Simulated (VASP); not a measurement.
# CaSe (Fm-3m) in VASP: notebook, part 2 of 2

VASP 6.6.1.

### Step 3. Single point, r2SCAN

INCAR

```
SYSTEM = CaSe
PREC = Normal
ENCUT = 450
EDIFF = 1E-4
ISMEAR = 0
SIGMA = 0.05
LREAL = Auto
LASPH = .TRUE.
NELM = 100
ALGO = Normal
ISIF = 2
LWAVE = .FALSE.
LCHARG = .FALSE.
METAGGA = R2SCAN
LMIXTAU = .TRUE.
ADDGRID = .FALSE.
```

KPOINTS

```
regular mesh
0
G
  7 7 7
  0 0 0
```

POSCAR

```
CaSe
1.0
    0.0000000000      2.9560000000      2.9560000000
    2.9560000000      0.0000000000      2.9560000000
    2.9560000000      2.9560000000      0.0000000000
Se Ca
1 1
Direct
    0.5000000000      0.5000000000      0.5000000000
    0.0000000000      0.0000000000      0.0000000000
```

Potentials or basis: VASP PAW PBE potentials, release 64 (Se, Ca_sv).

Started as:

```console
$ cat potpaw_PBE.64/Se/POTCAR potpaw_PBE.64/Ca_sv/POTCAR > POTCAR
$ mpirun -np 1 vasp_std > vasp.out
```

OUTCAR:

```text
SYSTEM = CaSe
   PREC = Normal
   ENCUT = 450
   EDIFF = 1E-4
   ISMEAR = 0
   LREAL = Auto
   LASPH = .TRUE.
   NELM = 100
   ISIF = 2
   METAGGA = R2SCAN

 Found     20 irreducible k-points:

 Following reciprocal coordinates:
            Coordinates               Weight
  0.000000  0.000000  0.000000      1.000000
  0.142857  0.000000  0.000000      8.000000
  0.285714  0.000000  0.000000      8.000000
  0.428571  0.000000  0.000000      8.000000
  0.142857  0.142857  0.000000      6.000000
  0.285714  0.142857  0.000000     24.000000
[... 160 lines left out ...]
     10       7.4021      0.00000
     11       7.5233      0.00000
     12       8.0653      0.00000

 [... further k-points ...]
[... 5 lines left out ...]
  --------------------------------------------------------------------------------------
  -------------------------------------------------------------------------------------
  Total        0.2761727      0.2761727      0.2761727      0.0000000      0.0000000      0.0000000
  in kB        8.5654066      8.5654066      8.5654066      0.0000000      0.0000000      0.0000000
  external PRESSURE =       8.5654066 kB  Pullay stress =       0.0000000 kB

 VOLUME and BASIS-vectors are now :
 -----------------------------------------------------------------------------
  energy-cutoff  :      450.00
  volume of cell :       51.66
      direct lattice vectors                 reciprocal lattice vectors
     0.000000000  2.956000000  2.956000000    -0.169147497  0.169147497  0.169147497
     2.956000000  0.000000000  2.956000000     0.169147497 -0.169147497  0.169147497
     2.956000000  2.956000000  0.000000000     0.169147497  0.169147497 -0.169147497

 POSITION                                       TOTAL-FORCE (eV/Angst)
 -----------------------------------------------------------------------------------
      2.95600      2.95600      2.95600        -0.000000      0.000000     -0.000000
      0.00000      0.00000      0.00000         0.000000      0.000000      0.000000
 -----------------------------------------------------------------------------------
    total drift:                                0.000000     -0.000000     -0.000000

  FREE ENERGIE OF THE ION-ELECTRON SYSTEM (eV)
  ---------------------------------------------------
  free  energy   TOTEN  =       -25.9755996300 eV

  energy  without entropy=      -25.9755996300  energy(sigma->0) =      -25.97559963
```

OSZICAR:

```text
N       E                     dE             d eps       ncg     rms          rms(c)
DAV:   1     0.868973410043E+02    0.86897E+02   -0.72014E+03   480   0.113E+03
DAV:   2    -0.237872673355E+02   -0.11068E+03   -0.10593E+03   560   0.279E+02
DAV:   3    -0.286449877469E+02   -0.48577E+01   -0.48107E+01   608   0.572E+01
DAV:   4    -0.289352498805E+02   -0.29026E+00   -0.28976E+00   820   0.123E+01
DAV:   5    -0.289370753118E+02   -0.18254E-02   -0.18250E-02   592   0.117E+00    0.404E+00
DAV:   6    -0.256842891084E+02    0.32528E+01   -0.23683E+00   624   0.152E+01    0.312E+00
DAV:   7    -0.263574407288E+02   -0.67315E+00   -0.88490E-01   580   0.106E+01    0.801E-01
DAV:   8    -0.260367991515E+02    0.32064E+00   -0.48910E-01   584   0.753E+00    0.473E-01
DAV:   9    -0.259722480298E+02    0.64551E-01   -0.33168E-01   552   0.628E+00    0.334E-01
DAV:  10    -0.259449643684E+02    0.27284E-01   -0.53396E-02   528   0.252E+00    0.912E-02
DAV:  11    -0.259734813460E+02   -0.28517E-01   -0.22776E-02   532   0.166E+00    0.972E-02
DAV:  12    -0.259742822150E+02   -0.80087E-03   -0.37347E-03   616   0.613E-01    0.737E-02
DAV:  13    -0.259754998328E+02   -0.12176E-02   -0.12410E-03   560   0.350E-01    0.231E-02
DAV:  14    -0.259755996300E+02   -0.99797E-04   -0.20683E-04   580   0.152E-01
   1 F= -.25975600E+02 E0= -.25975600E+02  d E =-.132886E-18
```

It took 17 s on 1 thread of Intel Xeon Platinum 8488C (Sapphire Rapids), shared host; peak memory 0.14 GiB.

The run converged, but some of its settings lie outside the range that counts as converged, so its numbers aren't taken as properties of the crystal.

Results:

* Free energy: -25.9756 eV
* Pressure: 0.9 GPa
* Band gap on the k mesh: 2.55 eV, indirect (least direct gap 3.47 eV)

Caveat: the PAW data sets were made with another functional, which shifts forces and pressure a little; an odd mesh through Γ misses points on the zone boundary, where band edges often lie.

### Step 4. Single point, r2SCAN

INCAR is that of step 3.

KPOINTS is that of step 3.

POSCAR

```
CaSe
1.0
    0.0000000000      2.9560000000      2.9560000000
    2.9560000000      0.0000000000      2.9560000000
    2.9560000000      2.9560000000      0.0000000000
Se Ca
1 1
Direct
    0.5137070000      0.4880300000      0.5023060000
    0.0084580000     -0.0027510000     -0.0091450000
```

Potentials or basis: VASP PAW PBE potentials, release 64 (Se, Ca_sv).

Started as:

```console
$ cat potpaw_PBE.64/Se/POTCAR potpaw_PBE.64/Ca_sv/POTCAR > POTCAR
$ mpirun -np 1 vasp_std > vasp.out
```

OUTCAR:

```text
SYSTEM = CaSe
   PREC = Normal
   ENCUT = 450
   EDIFF = 1E-4
   ISMEAR = 0
   LREAL = Auto
   LASPH = .TRUE.
   NELM = 100
   ISIF = 2
   METAGGA = R2SCAN

 Found    172 irreducible k-points:

 Following reciprocal coordinates:
            Coordinates               Weight
  0.000000  0.000000  0.000000      1.000000
  0.142857  0.000000  0.000000      2.000000
  0.000000  0.142857  0.000000      2.000000
  0.000000  0.000000  0.142857      2.000000
  0.142857  0.142857  0.142857      2.000000
  0.285714  0.000000  0.000000      2.000000
[... 160 lines left out ...]
     10       7.3756      0.00000
     11       7.3766      0.00000
     12       8.7940      0.00000

 [... further k-points ...]
[... 5 lines left out ...]
  --------------------------------------------------------------------------------------
  -------------------------------------------------------------------------------------
  Total        0.2536810      0.3106567      0.2514911      0.0032011      0.0033026      0.0004551
  in kB        7.8678343      9.6349187      7.7999168      0.0992821      0.1024288      0.0141146
  external PRESSURE =       8.4342233 kB  Pullay stress =       0.0000000 kB

 VOLUME and BASIS-vectors are now :
 -----------------------------------------------------------------------------
  energy-cutoff  :      450.00
  volume of cell :       51.66
      direct lattice vectors                 reciprocal lattice vectors
     0.000000000  2.956000000  2.956000000    -0.169147497  0.169147497  0.169147497
     2.956000000  0.000000000  2.956000000     0.169147497 -0.169147497  0.169147497
     2.956000000  2.956000000  0.000000000     0.169147497  0.169147497 -0.169147497

 POSITION                                       TOTAL-FORCE (eV/Angst)
 -----------------------------------------------------------------------------------
      2.92743      3.00333      2.96113        -0.023519     -0.167464      0.040459
      5.87684      2.95397      2.97287         0.023519      0.167464     -0.040459
 -----------------------------------------------------------------------------------
    total drift:                                0.001956     -0.001543     -0.004587

  FREE ENERGIE OF THE ION-ELECTRON SYSTEM (eV)
  ---------------------------------------------------
  free  energy   TOTEN  =       -25.9709341216 eV

  energy  without entropy=      -25.9709341216  energy(sigma->0) =      -25.97093412
```

Run time: 96 s. Hardware: 1 thread of Intel Xeon Platinum 8488C (Sapphire Rapids), shared host; peak memory 0.18 GiB.

These settings aren't checked as converged: the numbers below hold their error.

What came out:

```
Free energy            : -25.9709 eV
Pressure               : 0.8 GPa
Largest force          : 0.174 eV/Å
Band gap on the k mesh : 2.56 eV, indirect (least direct gap 3.48 eV)
```

Caveat: the PAW data sets were made with another functional, which shifts forces and pressure a little; an odd mesh through Γ misses points on the zone boundary, where band edges often lie.

### Step 5. Single point, r2SCAN

INCAR

```
SYSTEM = CaSe
PREC = Accurate
ENCUT = 350
EDIFF = 1E-6
ISMEAR = 0
SIGMA = 0.05
LREAL = .FALSE.
LASPH = .TRUE.
NELM = 100
ALGO = Normal
ISIF = 2
LWAVE = .FALSE.
LCHARG = .FALSE.
METAGGA = R2SCAN
LMIXTAU = .TRUE.
ADDGRID = .FALSE.
```

KPOINTS

```
regular mesh
0
G
  8 8 8
  0 0 0
```

POSCAR

```
CaSe
1.0
    0.0000000000      2.9560000000      2.9560000000
    2.9560000000      0.0000000000      2.9560000000
    2.9560000000      2.9560000000      0.0000000000
Se Ca
1 1
Direct
    0.5000000000      0.5000000000      0.5000000000
    0.0000000000      0.0000000000      0.0000000000
```

Potentials or basis: VASP PAW PBE potentials, release 64 (Se, Ca_sv).

Started as:

```console
$ cat potpaw_PBE.64/Se/POTCAR potpaw_PBE.64/Ca_sv/POTCAR > POTCAR
$ mpirun -np 1 vasp_std > vasp.out
```

OUTCAR:

```text
SYSTEM = CaSe
   PREC = Accurate
   ENCUT = 350
   EDIFF = 1E-6
   ISMEAR = 0
   LREAL = .FALSE.
   LASPH = .TRUE.
   NELM = 100
   ISIF = 2
   METAGGA = R2SCAN

 Found     29 irreducible k-points:

 Following reciprocal coordinates:
            Coordinates               Weight
  0.000000  0.000000  0.000000      1.000000
  0.125000  0.000000  0.000000      8.000000
  0.250000  0.000000  0.000000      8.000000
  0.375000  0.000000  0.000000      8.000000
  0.500000  0.000000  0.000000      4.000000
  0.125000  0.125000  0.000000      6.000000
   k-points           NKPTS =     29   k-points in BZ     NKDIM =     29   number of bands    NBANDS=     12
[... 167 lines left out ...]

  FORCE on cell =-STRESS in cart. coord.  units (eV):
  Direction    XX          YY          ZZ          XY          YZ          ZX
  --------------------------------------------------------------------------------------
  -------------------------------------------------------------------------------------
  Total        0.2584138      0.2584138      0.2584138      0.0000000      0.0000000      0.0000000
  in kB        8.0146207      8.0146207      8.0146207      0.0000000      0.0000000      0.0000000
  external PRESSURE =       8.0146207 kB  Pullay stress =       0.0000000 kB

 VOLUME and BASIS-vectors are now :
 -----------------------------------------------------------------------------
  energy-cutoff  :      350.00
  volume of cell :       51.66
      direct lattice vectors                 reciprocal lattice vectors
     0.000000000  2.956000000  2.956000000    -0.169147497  0.169147497  0.169147497
     2.956000000  0.000000000  2.956000000     0.169147497 -0.169147497  0.169147497
     2.956000000  2.956000000  0.000000000     0.169147497  0.169147497 -0.169147497

 POSITION                                       TOTAL-FORCE (eV/Angst)
 -----------------------------------------------------------------------------------
      2.95600      2.95600      2.95600        -0.000000     -0.000000     -0.000000
      0.00000      0.00000      0.00000         0.000000      0.000000      0.000000
 -----------------------------------------------------------------------------------
    total drift:                                0.000000      0.000000      0.000000

  FREE ENERGIE OF THE ION-ELECTRON SYSTEM (eV)
  ---------------------------------------------------
  free  energy   TOTEN  =       -25.9763469729 eV

  energy  without entropy=      -25.9763469729  energy(sigma->0) =      -25.97634697
```

OSZICAR:

```text
N       E                     dE             d eps       ncg     rms          rms(c)
DAV:   1     0.712509456826E+02    0.71251E+02   -0.64244E+03   696   0.947E+02
DAV:   2    -0.243585063596E+02   -0.95609E+02   -0.92052E+02   784   0.251E+02
DAV:   3    -0.286861860059E+02   -0.43277E+01   -0.42877E+01   912   0.508E+01
[... 11 lines left out ...]
DAV:  15    -0.259762082406E+02    0.45397E-04   -0.12640E-05   852   0.385E-02    0.139E-02
DAV:  16    -0.259763092869E+02   -0.10105E-03   -0.67367E-05   772   0.840E-02    0.364E-03
DAV:  17    -0.259763442035E+02   -0.34917E-04   -0.88590E-06   904   0.298E-02    0.282E-03
DAV:  18    -0.259763460607E+02   -0.18572E-05   -0.38661E-07   504   0.541E-03    0.375E-03
DAV:  19    -0.259763469729E+02   -0.91220E-06   -0.89188E-07   568   0.104E-02
   1 F= -.25976347E+02 E0= -.25976347E+02  d E =-.109368E-18
```

It took 46 s on 1 thread of Intel Xeon Platinum 8488C (Sapphire Rapids), shared host; peak memory 0.16 GiB.

These settings aren't checked as converged: the numbers below hold their error.

What came out:

| Quantity | Value |
| --- | --- |
| Free energy | -25.9763 eV |
| Pressure | 0.8 GPa |
| Band gap on the k mesh | 2.49 eV, indirect (least direct gap 3.44 eV) |

Caveat: the PAW data sets were made with another functional, which shifts forces and pressure a little.

### Step 6. For comparison

An earlier run on the cell as given: functional PBEsol; potentials or basis VASP PAW PBE potentials, release 64 (Se, Ca_sv); cutoff 520 eV; k mesh 8 × 8 × 8; occupations fermi-dirac, width 0.05 eV; no spin polarisation.

* Pressure: -0.9 GPa
* Band gap on the k mesh: 1.92 eV, indirect (least direct gap 2.87 eV)
